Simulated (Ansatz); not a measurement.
The cell is COD entry 9011666, as deposited and not checked against the literature; nothing was relaxed. The listed cell was then made from it by scaling, straining or moving an atom.

An input for AgCl: DFT, PBE, PAW with Ansatz's default frozen-core files, scalar-relativistic (Ansatz 0.2.0).

Command: `ansatz run input.yaml --threads 1 --pin off --max-ram 3072MiB --backend cpu --events-out ev --progress --plain --runs-dir out` The run took 2.2 s on 1 thread of Arm Neoverse V2, with other jobs on the host, peak memory 0.33 GiB.

```yaml
crystal:
  lattice:
    - [0.0, 2.7545376942, 2.7545376942]
    - [2.7545376942, 0.0, 2.7545376942]
    - [2.7545376942, 2.7545376942, 0.0]
  atoms:
    - { symbol: Ag, position: [0.5, 0.5, 0.5] }
    - { symbol: Cl, position: [0.0, 0.0, 0.0] }
kpoints:
  mp_grid: { grid: [8, 8, 8] }
scf:
  occupations: { method: fermi_dirac, width: 0.02 }
hamiltonian:
  xc: pbe
  pseudopotentials: { kind: paw }
output:
  forces: true
  stress: true
  eigenvalues: true
  efg: { contact_densities: true }
```

The results part of the log:

```
SCF 1 converged in 6 iterations: F = -8670.879802 eV  dr2 = 1.62e-9
  greatest PAW one-centre occupation: 1.000 electrons in one spin orbital (limit 2), on the Ag atom at site 0 (counted from 0), in its partial waves of l = 0
SCF converged after 6 iterations
Free energy (F): -8670.879802 eV
Harris-Foulkes:  -8670.879802 eV  (|F-HF|=1.50e-9)
Internal energy: -8670.879802 eV  (E = F + TS)
E sigma→0 (E₀):  -8670.879802 eV
Fermi energy:    8.927712 eV
--- Per-component energies (eV) ---
  E_band       = -351.544631
  E_kinetic    = 689.776193
  E_local      = -3179.653031  (includes V_loc(G=0)·N_el)
  E_nonlocal   = 112.601180
  E_hartree    = 1397.029396
  E_xc         = -290.290108
  E_vxc        = -354.603596  (∫ρ·V_xc dr)
  E_paw        = -4564.807286  (= ΣΔE_a)
  E_vpaw       = -413.722351  (= ΣTr[D̂ρ^β])
  E_aug_tail   = 0.000412  (compensation charges beyond the density's cutoff)
  E_ewald      = -2835.536559
  E_smearing   = -0.000000  (= −TS)
  E_closure    = -0.000000  (closes the sum)
  Σ components = -8670.879802   (vs F -8670.879802, Δ=0.00e0)
--- Forces (eV/Å), atoms counted from 1 ---
  atom   1  Ag     0.00000000    -0.00000000     0.00000000
  atom   2  Cl    -0.00000000     0.00000000    -0.00000000
  max |Σ_I F_I| component: 1.74e-28 eV/Å
--- Stress (GPa, compression-positive) ---
        2.680291      -0.000000      -0.000000
       -0.000000       2.680291       0.000000
        0.000000      -0.000000       2.680291
  P = ⅓ Tr σ = 2.6803 GPa (26.803 kbar)
--- PAW observables at the nuclei: V_zz in 10²¹ V/m², potentials from the cell's mean, atoms counted from 1 ---
  atom   1  Ag V_zz =    +0.000000   η = 0.0000   by run symmetry: forbidden
            electrostatic potential = -7475.926198 V   contact ρ = 948344.831693 e/Å³
  atom   2  Cl V_zz =    +0.000000   η = 0.0000   by run symmetry: forbidden
            electrostatic potential = -1778.012115 V   contact ρ = 24097.468484 e/Å³
--- Band table (eV; the first three rows and the last of 29) ---
  k-point 0: bands = ["-81.3142", "-44.8508", "-44.8508", "-44.8508", "-6.8344", "5.9246", "5.9246", "5.9246", "5.9664", "5.9664", "6.0471", "6.0471", "6.0471", "9.3568", "19.1324", "19.1324", "19.1324"]
  k-point 1: bands = ["-81.3141", "-44.8512", "-44.8509", "-44.8509", "-6.7706", "5.1939", "5.2540", "5.2540", "5.9817", "5.9817", "6.2233", "6.8309", "6.8309", "10.0804", "17.8418", "18.8430", "18.8430"]
  k-point 2: bands = ["-81.3141", "-44.8524", "-44.8510", "-44.8510", "-6.6102", "4.1368", "4.6638", "4.6638", "6.1137", "6.1137", "6.3806", "7.6176", "7.6176", "11.4096", "16.2270", "17.5616", "17.5616"]
  k-point 28: bands = ["-81.3140", "-44.8529", "-44.8529", "-44.8521", "-6.3145", "4.1156", "4.3237", "4.3237", "6.3959", "6.3959", "6.4352", "6.4400", "7.2241", "12.6687", "16.3153", "16.3153", "16.4446"]
```
